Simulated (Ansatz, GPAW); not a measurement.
# A C7 chain between two Pd chains: relaxation, then transmission at several levels

How well does a C7 chain between two Pd chains conduct once its atoms have relaxed, and how much do cheaper levels lose?

Main program and level: GPAW 26.7.0 and Ansatz 0.2.0; Ansatz plane waves; relaxation of the junction with the lead ends held, in the first sound run; inputs show where later runs differ.

This is a report of a sequence of runs, with most program output left out.

### 1. The starting structure

The cell holds 23 atoms: 16 Pd and 7 C. Its edges and angles: a = 9.000 Å, b = 9.000 Å, c = 48.927 Å, α = 90.0°, β = 90.0°, γ = 90.0°. Regions: left lead, 8 atoms (8 Pd); channel, 7 atoms (7 C); right lead, 8 atoms (8 Pd). Vacuum lies along a and b. The structure is stacked along c, and the current runs across the ab planes.

### 2. Relaxation

Transmission follows bond lengths closely, so the atoms between the held lead ends are relaxed first, from a slightly shaken start that lets symmetry break.

Contents of input.yaml:

```yaml
crystal:
  lattice:
    - [9.0, 0.0, 0.0]
    - [0.0, 9.0, 0.0]
    - [0.0, 0.0, 48.927]
  atoms:
    - { symbol: Pd, position: [0.5, 0.5, 0.0255482658] }
    - { symbol: Pd, position: [0.5, 0.5, 0.0766447974] }
    - { symbol: Pd, position: [0.5, 0.5, 0.1277413289] }
    - { symbol: Pd, position: [0.5, 0.5, 0.1788378605] }
    - { symbol: Pd, position: [0.5, 0.5, 0.2299343921] }
    - { symbol: Pd, position: [0.5, 0.5, 0.2810309236] }
    - { symbol: Pd, position: [0.501844202, 0.5007253354, 0.3320918981] }
    - { symbol: Pd, position: [0.492270213, 0.5014383139, 0.3819202405] }
    - { symbol: C, position: [0.5030330707, 0.5020198852, 0.4217181045] }
    - { symbol: C, position: [0.5027589945, 0.5009950482, 0.4460206013] }
    - { symbol: C, position: [0.498976459, 0.5050269076, 0.473379384] }
    - { symbol: C, position: [0.4992395873, 0.4975849517, 0.4985587205] }
    - { symbol: C, position: [0.4989781404, 0.5008551722, 0.5260834369] }
    - { symbol: C, position: [0.4988176385, 0.4979439495, 0.5514580402] }
    - { symbol: C, position: [0.4955194467, 0.5001739497, 0.5795941049] }
    - { symbol: Pd, position: [0.4974436237, 0.4998486942, 0.6185034086] }
    - { symbol: Pd, position: [0.4966910853, 0.4945961949, 0.6676108432] }
    - { symbol: Pd, position: [0.5, 0.5, 0.7189690764] }
    - { symbol: Pd, position: [0.5, 0.5, 0.7700656079] }
    - { symbol: Pd, position: [0.5, 0.5, 0.8211621395] }
    - { symbol: Pd, position: [0.5, 0.5, 0.8722586711] }
    - { symbol: Pd, position: [0.5, 0.5, 0.9233552026] }
    - { symbol: Pd, position: [0.5, 0.5, 0.9744517342] }
kpoints:
  mp_grid: { grid: [1, 1, 2] }
hamiltonian:
  xc: pbe
scf:
  occupations: { method: fermi_dirac, width: 0.1 }
relax:
  f_tol: 0.03
  max_steps: 80
  constraints: [{ sites: [0, 1, 2, 3, 4, 5, 17, 18, 19, 20, 21, 22] }]
```

The run is started by

```
ansatz run input.yaml --threads 4 --pin off --max-ram 8192MiB --backend cpu --events-out ev --progress --plain --runs-dir out
```

Elapsed: 4.3 min, on 4 threads of Arm Neoverse V1, shared host; peak memory 6.2 GiB.

Step by step:

| step | energy less that of the first step (eV) | largest force component (eV/Å) |
| --- | --- | --- |
| 1 | 0.0000 | 7.5324 |
| 2 | -0.6098 | 2.7428 |
| 3 | -0.7920 | 0.6166 |
| 4 | -0.8734 | 0.6050 |
| 5 | -0.9516 | 0.2971 |
| 6 | -0.9696 | 0.1127 |
| 7 | -0.9735 | 0.0263 |
| 8 | -0.9735 | 0.0264 |
| 9 | -0.9742 | 0.0296 |
| 10 | -0.9746 | 0.0182 |

The atoms that moved most (Å):

| atom | dx | dy | dz | length |
| --- | --- | --- | --- | --- |
| Pd16 | 0.266 | 0.471 | -0.113 | 0.552 |
| Pd8 | -0.469 | -0.007 | 0.065 | 0.474 |
| Pd7 | 0.418 | -0.041 | 0.058 | 0.424 |
| Pd17 | -0.138 | -0.317 | -0.053 | 0.350 |
| C9 | -0.211 | -0.025 | -0.058 | 0.221 |
| C15 | 0.136 | 0.167 | -0.039 | 0.218 |
| C14 | 0.058 | 0.099 | 0.052 | 0.126 |
| C10 | -0.105 | -0.013 | 0.039 | 0.112 |

This step gave:

- free energy: -113274.8863 eV
- smearing term TS: 1.561 eV
- symmetry operations: 1

The relaxation lowered the energy of the cell by 0.975 eV.

### 3. Plane-wave reference (PBE)

Plane waves give the reference curve, free of the bias of atom-centred orbitals.

This step: Ansatz plane waves; Landauer transmission by layers, zero bias (Ansatz 0.2.0).

Contents of input.yaml:

```yaml
crystal:
  lattice:
    - [9.0, 0.0, 0.0]
    - [0.0, 9.0, 0.0]
    - [0.0, 0.0, 48.927]
  atoms:
    - { symbol: Pd, position: [0.5, 0.5, 0.0255482658] }
    - { symbol: Pd, position: [0.5, 0.5, 0.0766447974] }
    - { symbol: Pd, position: [0.5, 0.5, 0.1277413289] }
    - { symbol: Pd, position: [0.5, 0.5, 0.1788378605] }
    - { symbol: Pd, position: [0.5, 0.5, 0.2299343921] }
    - { symbol: Pd, position: [0.5, 0.5, 0.2810309236] }
    - { symbol: Pd, position: [0.5483262097, 0.4962120468, 0.3332737036] }
    - { symbol: Pd, position: [0.4401062794, 0.5006405254, 0.3832556326] }
    - { symbol: C, position: [0.4795336695, 0.4992410965, 0.4205316411] }
    - { symbol: C, position: [0.4911020584, 0.499569661, 0.4468078114] }
    - { symbol: C, position: [0.4961215831, 0.5003603793, 0.4733559104] }
    - { symbol: C, position: [0.4995909293, 0.5021079573, 0.4996619793] }
    - { symbol: C, position: [0.5023092426, 0.5045271108, 0.5259661821] }
    - { symbol: C, position: [0.5052480361, 0.5089940669, 0.5525167055] }
    - { symbol: C, position: [0.5105838138, 0.5187092349, 0.5787957631] }
    - { symbol: Pd, position: [0.5270184745, 0.5521284836, 0.6161922959] }
    - { symbol: Pd, position: [0.4813558475, 0.4593452929, 0.6665269225] }
    - { symbol: Pd, position: [0.5, 0.5, 0.7189690764] }
    - { symbol: Pd, position: [0.5, 0.5, 0.7700656079] }
    - { symbol: Pd, position: [0.5, 0.5, 0.8211621395] }
    - { symbol: Pd, position: [0.5, 0.5, 0.8722586711] }
    - { symbol: Pd, position: [0.5, 0.5, 0.9233552026] }
    - { symbol: Pd, position: [0.5, 0.5, 0.9744517342] }
kpoints:
  mp_grid: { grid: [1, 1, 2] }
hamiltonian:
  xc: pbe
scf:
  occupations: { method: fermi_dirac, width: 0.1 }
output:
  transmission:
    leads: [[0, 1]]
    e_range: [-2, 2]
    de: 0.025
    kmesh: [1, 1]
    reduced_basis: true
  write_potential: true
  write_density: true
  volumetric_format: npy
  elf: true
```

The job ended after 3.5 min (4 threads; peak memory 6.5 GiB; 7.7 min of CPU time).

Numbers from this step:

| Quantity | Value |
| --- | --- |
| free energy | -113274.8864 eV |
| lead level | 0 eV from the Fermi level |
| transmission at the Fermi level (one spin) | 0.1085 |
| open channels of the lead at the Fermi level (one spin) | 4 |
| step of the potential along the lead | 1.2 meV |
| offset of the lead | 0 Å |
| filling of the lead less its bulk value, in size | 11.2 meV |
| conductance | 0.1054 G₀ |

One spin. Table of transmission, zone mean by energy, zero at the Fermi level:

energy (eV), transmission, zone mean and a bar:
```
   -2.000       0.58 ##########
   -1.800       0.90 ################
   -1.600       1.43 #########################
   -1.400       1.69 ##############################
   -1.200       1.17 #####################
   -1.050       1.13 ####################
   -1.000       0.36 ######
   -0.800       1.19 #####################
   -0.750       1.31 #######################
   -0.600       0.51 #########
   -0.550       1.64 #############################
   -0.400       0.33 ######
   -0.200       0.17 ###
    0.000       0.11 ##
    0.200       0.00 
    0.400       0.00 
    0.600       0.07 #
    0.650       0.52 #########
    0.800       0.01 
    1.000       0.00 
    1.200       0.00 
    1.400       0.00 
    1.600       0.00 
    1.800       0.00 
    2.000       0.00
```

One spin. The open channels, zone mean by energy, zero at the Fermi level:

```
energy (eV)  open channels, zone mean
     -2.000                         3
     -1.900                         3
     -1.800                         3
     -1.700                         3
     -1.600                         3
     -1.500                         3
     -1.400                         3
     -1.300                         3
     -1.200                         3
     -1.100                         5
     -1.000                         5
     -0.900                         5
     -0.800                         5
     -0.700                         5
     -0.600                         5
     -0.500                         4
     -0.400                         4
     -0.300                         4
     -0.200                         4
     -0.100                         4
      0.000                         4
      0.100                         4
      0.200                         1
      0.300                         1
      0.400                         1
      0.500                         1
      0.600                         1
      0.700                         1
      0.800                         1
      0.900                         1
      1.000                         1
      1.100                         1
      1.200                         1
      1.300                         1
      1.400                         1
      1.500                         1
      1.600                         1
      1.700                         1
      1.800                         1
      1.900                         1
      2.000                         1
```

Crystal 0, spin -, k parallel (0, 0); distinct values, listed up to 1.5 1/Å. Im kz of the slowest decaying states against energy, zero at the Fermi level:

| energy (eV) | decay 1 (Å⁻¹) | decay 2 (Å⁻¹) | decay 3 (Å⁻¹) | decay 4 (Å⁻¹) |
| --- | --- | --- | --- | --- |
| -2.000 | 0.728 | 0.817 | 0.818 | 1.35 |
| -1.800 | 0.678 | 0.726 | 0.727 | 1.33 |
| -1.600 | 0.611 | 0.612 | 0.624 | 1.31 |
| -1.400 | 0.448 | 0.449 | 0.564 | 1.29 |
| -1.200 | 0.0329 | 0.0433 | 0.497 | 1.27 |
| -1.000 | 0.418 | 1.25 | 1.26 | 1.37 |
| -0.800 | 0.319 | 1.23 | 1.24 | 1.35 |
| -0.600 | 0.173 | 1.21 | 1.22 | 1.33 |
| -0.400 | 0.400 | 0.400 | 1.19 | 1.19 |
| -0.200 | 0.554 | 0.554 | 1.17 | 1.17 |
| 0.000 | 0.658 | 0.658 | 1.15 | 1.15 |
| 0.200 | 0.0867 | 0.0871 | 0.100 | 0.736 |
| 0.400 | 0.177 | 0.177 | 0.225 | 0.798 |
| 0.600 | 0.228 | 0.228 | 0.301 | 0.850 |
| 0.800 | 0.263 | 0.263 | 0.361 | 0.895 |
| 1.000 | 0.289 | 0.289 | 0.411 | 0.933 |
| 1.200 | 0.307 | 0.307 | 0.454 | 0.967 |
| 1.400 | 0.320 | 0.320 | 0.491 | 0.972 |
| 1.600 | 0.327 | 0.327 | 0.525 | 0.944 |
| 1.800 | 0.330 | 0.330 | 0.554 | 0.915 |
| 2.000 | 0.327 | 0.327 | 0.581 | 0.884 |

Crystal 0, spin -, k parallel (0, 0). The Re kz of states that move upwards by energy, zero at the Fermi level:

| energy (eV) | channel 1 (Å⁻¹) | channel 2 (Å⁻¹) | channel 3 (Å⁻¹) | channel 4 (Å⁻¹) | channel 5 (Å⁻¹) |
| --- | --- | --- | --- | --- | --- |
| -2.000 | -0.781 | -0.781 | 0.603 | - | - |
| -1.800 | -0.711 | -0.710 | 0.637 | - | - |
| -1.600 | -0.646 | -0.646 | 0.672 | - | - |
| -1.400 | -0.586 | -0.585 | 0.707 | - | - |
| -1.200 | -0.527 | -0.527 | 0.744 | - | - |
| -1.000 | -0.470 | -0.470 | 0.492 | 0.492 | 0.783 |
| -0.800 | -0.413 | -0.413 | 0.756 | 0.756 | 0.826 |
| -0.600 | -0.355 | -0.355 | 0.873 | 1.12 | 1.12 |
| -0.400 | -0.294 | -0.293 | 0.205 | 0.927 | - |
| -0.200 | -0.226 | -0.226 | 0.335 | 0.992 | - |
| 0.000 | -0.141 | -0.141 | 0.425 | 1.08 | - |
| 0.200 | 0.497 | - | - | - | - |
| 0.400 | 0.557 | - | - | - | - |
| 0.600 | 0.609 | - | - | - | - |
| 0.800 | 0.655 | - | - | - | - |
| 1.000 | 0.695 | - | - | - | - |
| 1.200 | 0.732 | - | - | - | - |
| 1.400 | 0.765 | - | - | - | - |
| 1.600 | 0.796 | - | - | - | - |
| 1.800 | 0.825 | - | - | - | - |
| 2.000 | 0.853 | - | - | - | - |

The electrostatic potential energy of an electron (with the applied field's), less the Fermi level, planar mean oscillates, so the rows of the table below give means over windows of 2.45 Å about each position, cut where the curve ends. Its first 14 maxima inside the range that stand out by 2 % of the span (Å: eV): 2.4: 5.04, 5.0: 5.04, 7.5: 5.04, 10.1: 5.03, 12.5: 5.03, 15.1: 5.02, 17.5: 4.91, 19.8: 5.18, 21.2: 5.01, 22.6: 4.89, 23.8: 4.85, 25.1: 4.84, 26.4: 4.90, 27.7: 5.00. Its first 14 minima: 1.2: 3.41, 3.8: 3.42, 6.3: 3.41, 8.7: 3.42, 11.3: 3.40, 13.7: 3.39, 16.3: 3.34, 18.8: 3.55, 20.5: 4.36, 21.9: 4.30, 23.1: 4.17, 24.5: 4.19, 25.7: 4.17, 27.0: 4.30.

The electrostatic potential energy of an electron (with the applied field's), less the Fermi level, planar mean by z; means over each step:

z (Å), electrostatic potential energy of an electron (with the applied field's), less the Fermi level, planar mean (eV) and a bar from the least value:
```
     1.23       4.27 ####
     3.68       4.27 ####
     6.12       4.27 ####
     8.58       4.27 ####
    11.03       4.26 ###
    13.47       4.26 ###
    15.93       4.23 ##
    18.38       4.32 #######
    20.83       4.71 ############################
    23.28       4.54 ###################
    25.73       4.54 ###################
    28.18       4.74 ##############################
    30.63       4.32 ######
    33.08       4.24 ##
    35.53       4.26 ###
    37.98       4.27 ####
    40.43       4.27 ####
    42.88       4.27 ####
    45.33       4.27 ####
    47.78       4.20
```

The valence density, planar mean oscillates, so the rows of the table below give means over windows of 2.51 Å about each position, cut where the curve ends. Its first 14 maxima inside the range that stand out by 2 % of the span (Å: e/Å³): 1.2: 0.211, 3.8: 0.210, 6.3: 0.212, 8.7: 0.210, 11.3: 0.211, 13.7: 0.211, 16.3: 0.211, 18.8: 0.213, 27.3: 0.0403, 30.2: 0.213, 32.6: 0.211, 35.2: 0.211, 37.6: 0.211, 40.2: 0.210. Its first 14 minima: 2.4: 0.0150, 5.0: 0.0149, 7.5: 0.0149, 10.1: 0.0150, 12.5: 0.0148, 15.1: 0.0138, 17.5: 0.0139, 19.8: 0.0282, 29.1: 0.0278, 31.4: 0.0137, 33.8: 0.0136, 36.4: 0.0148, 38.9: 0.0150, 41.5: 0.0149.

The valence density, planar mean by z; means over each step:

| z (Å) | valence density, planar mean (e/Å³) |
| --- | --- |
| 1.25 | 0.0886 |
| 3.76 | 0.0886 |
| 6.27 | 0.0886 |
| 8.79 | 0.0886 |
| 11.29 | 0.0886 |
| 13.80 | 0.0884 |
| 16.31 | 0.0885 |
| 18.82 | 0.0912 |
| 21.33 | 0.0379 |
| 23.84 | 0.0381 |
| 26.35 | 0.0381 |
| 28.86 | 0.0630 |
| 31.37 | 0.0920 |
| 33.88 | 0.0840 |
| 36.40 | 0.0893 |
| 38.91 | 0.0894 |
| 41.41 | 0.0894 |
| 43.92 | 0.0894 |
| 46.43 | 0.0894 |

Electrostatic potential energy in the ca plane at fractional y = 0.499, with atoms of Pd and C within 0.2 Å of it. With pseudopotentials it is smooth inside the atoms' cores, unlike the true potential.

Values in eV, 13 rows by 16 columns, each cell a mean:
```
  2   2   2   2   2   2   2   2   2   2   2   2   2   2   2   2
  2   2   2   2   2   2   2   2   2   2   2   2   2   2   2   2
  2   2   2   2   2   2   2   2   2   2   2   2   2   2   2   2
  2   2   2   2   1   2   2   2   2   1   1   1   1   1   1   1
  1   0   0   0   0   0   0   0  -3  -5   0  -1   0  -2  -3   0
-16 -16 -18 -23 -24 -21 -21 -24 -23 -30  -5 -21  -6 -22 -31  -8
-45 -44 -44 -49 -47 -42 -40 -39 -24 -31 -12 -50 -16 -36 -47 -15
-15 -11 -11 -11 -10  -7  -6  -5  -3  -5  -5 -29  -8 -14 -20  -4
  1   1   1   1   1   1   1   2   2   1   0  -2   0   0   0   1
  2   2   2   2   2   2   2   2   2   2   1   1   1   1   1   2
  2   2   2   2   2   2   2   2   2   2   2   2   2   2   2   2
  2   2   2   2   2   2   2   2   2   2   2   2   2   2   2   2
  2   2   2   2   2   2   2   2   2   2   2   2   2   2   2   2
```
Columns run along c (16.0 Å, from fractional 0.43 to 0.76 of the cell; values clipped at the 3rd and 97th percentile), rows up along a (9.0 Å). Atoms in or near the plane, at fractional coordinates: C at (0.45, 0.49), C at (0.47, 0.50), C at (0.50, 0.50), C at (0.53, 0.50), C at (0.55, 0.51), C at (0.58, 0.51), Pd at (0.72, 0.50).

Valence density in the ca plane at fractional y = 0.499, with atoms of Pd and C within 0.2 Å of it. It is the smooth field of the valence electrons, not physical close to the nuclei.

Ten steps, logarithmic in the rise over the least value, from '0' (0 e/Å³) to '9' (13 e/Å³), each cell a mean:
```
00000000000000000000000000000000000000000000
00000000000000000000000000000000000000000000
00000000000000000000000000000000000000000000
00000000000000000000000000000000000000000000
00000000000000000000000000000000000000000000
00000000000000000000000000000000000000000000
00000000000000000000000000000000000000000000
00000000000122210000000000000000000000000000
11111221112356521000000000011111111111111111
42123554223689852111111122222222333333333333
75336897423799962234432344444444555555555555
96347998633699853367764555665666566566656656
85347998522467532489985555665555555555555555
64225776311233222489985454444444444444443333
32112332110011111368873333222222222222211111
10000111000000000135532111111000000000000000
00000000000000000011211000000000000000000000
00000000000000000000000000000000000000000000
00000000000000000000000000000000000000000000
00000000000000000000000000000000000000000000
00000000000000000000000000000000000000000000
00000000000000000000000000000000000000000000
00000000000000000000000000000000000000000000
00000000000000000000000000000000000000000000
```
Columns run along c (16.0 Å, from fractional 0.24 to 0.57 of the cell), rows up along a (9.0 Å). Atoms in or near the plane, at fractional coordinates: Pd at (0.28, 0.50), Pd at (0.33, 0.55), Pd at (0.38, 0.44), C at (0.42, 0.48), C at (0.45, 0.49), C at (0.47, 0.50), C at (0.50, 0.50), C at (0.53, 0.50), C at (0.55, 0.51).

ELF in the ca plane at fractional y = 0.499, with atoms of Pd and C within 0.2 Å of it. It is the smooth field of the valence electrons, not physical close to the nuclei.

Values, 13 rows by 16 columns, each cell a mean:
```
0.00 0.00 0.00 0.00 0.00 0.00 0.00 0.00 0.01 0.00 0.00 0.00 0.00 0.00 0.00 0.00
0.00 0.00 0.00 0.00 0.00 0.00 0.00 0.01 0.03 0.02 0.01 0.01 0.01 0.01 0.02 0.01
0.01 0.00 0.00 0.01 0.00 0.01 0.01 0.02 0.08 0.07 0.02 0.02 0.02 0.04 0.04 0.04
0.07 0.05 0.06 0.08 0.06 0.08 0.09 0.11 0.18 0.15 0.06 0.06 0.07 0.09 0.10 0.09
0.39 0.36 0.39 0.44 0.39 0.44 0.45 0.46 0.28 0.26 0.13 0.15 0.13 0.18 0.19 0.15
0.70 0.72 0.71 0.67 0.66 0.71 0.74 0.67 0.41 0.44 0.23 0.40 0.23 0.37 0.44 0.23
0.52 0.67 0.59 0.46 0.49 0.64 0.68 0.58 0.42 0.44 0.29 0.50 0.32 0.41 0.43 0.29
0.71 0.70 0.69 0.68 0.65 0.68 0.67 0.63 0.31 0.28 0.21 0.45 0.25 0.31 0.38 0.21
0.35 0.29 0.28 0.30 0.24 0.26 0.26 0.22 0.20 0.17 0.10 0.16 0.14 0.14 0.16 0.13
0.05 0.03 0.03 0.04 0.02 0.03 0.03 0.03 0.08 0.07 0.04 0.07 0.06 0.07 0.08 0.07
0.00 0.00 0.00 0.00 0.00 0.00 0.00 0.00 0.02 0.02 0.01 0.03 0.02 0.03 0.03 0.03
0.00 0.00 0.00 0.00 0.00 0.00 0.00 0.00 0.00 0.00 0.00 0.01 0.01 0.01 0.01 0.01
0.00 0.00 0.00 0.00 0.00 0.00 0.00 0.00 0.00 0.00 0.00 0.00 0.00 0.00 0.00 0.00
```
Columns run along c (16.0 Å, from fractional 0.43 to 0.76 of the cell), rows up along a (9.0 Å). Atoms in or near the plane, at fractional coordinates: C at (0.45, 0.49), C at (0.47, 0.50), C at (0.50, 0.50), C at (0.53, 0.50), C at (0.55, 0.51), C at (0.58, 0.51), Pd at (0.72, 0.50).

The largest of the program's own error estimates on the conductance is 5.4 %. T at the Fermi level is 0.109 of 4 open channels a spin.

[end of part 1 of 3]

[Logs are printed without paths, hosts, clocks, repeated set-up lines and the standing remarks that a program may print on its own settings, such as how far it seeks lower states.]

[Hosts, paths, dates, database ids (printed as entryN), source tags and the programs' standing remarks are cut or masked in the printed files.]
